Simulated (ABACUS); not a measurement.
The system is LiF (Griceite).

```
F Li
1.0
     0.00000    2.01400    2.01400
     2.01400    0.00000    2.01400
     2.01400    2.01400    0.00000
F Li
1 1
Direct
  0.50000 0.50000 0.50000
  0.00000 0.00000 0.00000
```

Base run:

```yaml
Program: ABACUS 3.10.1
Functional: rPW86PBE
Potentials_or_basis: SPMS ONCV 1.0 PBE
Cutoff: 1143 eV
Density_cutoff: 4572 eV
Basis: plane waves
k_mesh: 9 × 9 × 9
Occupations: fermi-dirac, width 0.05 eV
Spin: no spin polarisation
```

Its results: band gap on the k mesh 9.13 eV, direct; pressure 2.3 GPa.

The run is repeated on the same cell with these changes: functional from rPW86PBE to PW91. What comes out?

Band gap on the k mesh 9.14 eV, direct; pressure 1.8 GPa.

Caveats: the potentials were made for another functional, which shifts forces and pressure; an odd mesh through Γ misses points on the zone boundary, where band edges often lie.
